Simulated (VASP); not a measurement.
# In: single point with BLYP

The system is In.

```xyz
1
Lattice="-2.0418 2.0418 2.0418 2.0418 -2.0418 2.0418 2.0418 2.0418 -2.0418" Properties=species:S:1:pos:R:3 pbc="T T T"
In    0.0000    0.0000    0.0000
```

This isn't the form of In at room conditions, which is tetragonal.

```yaml
Program: VASP 6.6.1
Task: single point
Functional: BLYP
Potentials_or_basis: VASP PAW PBE potentials, release 64 (In_d)
Cutoff: 520 eV
k_mesh: 18 × 18 × 18
Occupations: fermi-dirac, width 0.1 eV
Spin: no spin polarisation
```

The pressure is -1.4 GPa and the band gap on the k mesh is none (metal or under the smearing width).

Levels at points of the mesh, in eV from the Fermi level:
| k point | band 2 | band 3 | band 4 | band 5 | band 6 | band 7 | band 8 | band 9 | band 10 | band 11 |
| --- | --- | --- | --- | --- | --- | --- | --- | --- | --- | --- |
| (0.00, 0.00, 0.00) | -14.56 | -14.56 | -14.42 | -14.42 | -7.99 | 8.20 | 8.20 | 8.20 | 12.44 | 12.45 |
| (0.50, 0.00, 0.00) | -14.56 | -14.43 | -14.43 | -14.34 | -4.08 | -2.14 | 4.60 | 6.24 | 8.58 | 9.02 |
| (0.50, 0.50, 0.50) | -14.59 | -14.36 | -14.36 | -14.36 | -0.93 | 1.18 | 1.18 | 1.18 | 5.24 | 5.24 |

It took 40 s on 1 thread of Intel(R) Xeon(R) 6975P-C (Granite Rapids) (shared host), peak memory 0.2 GiB.

Caveat: the PAW data sets were made with another functional, which shifts forces and pressure a little.
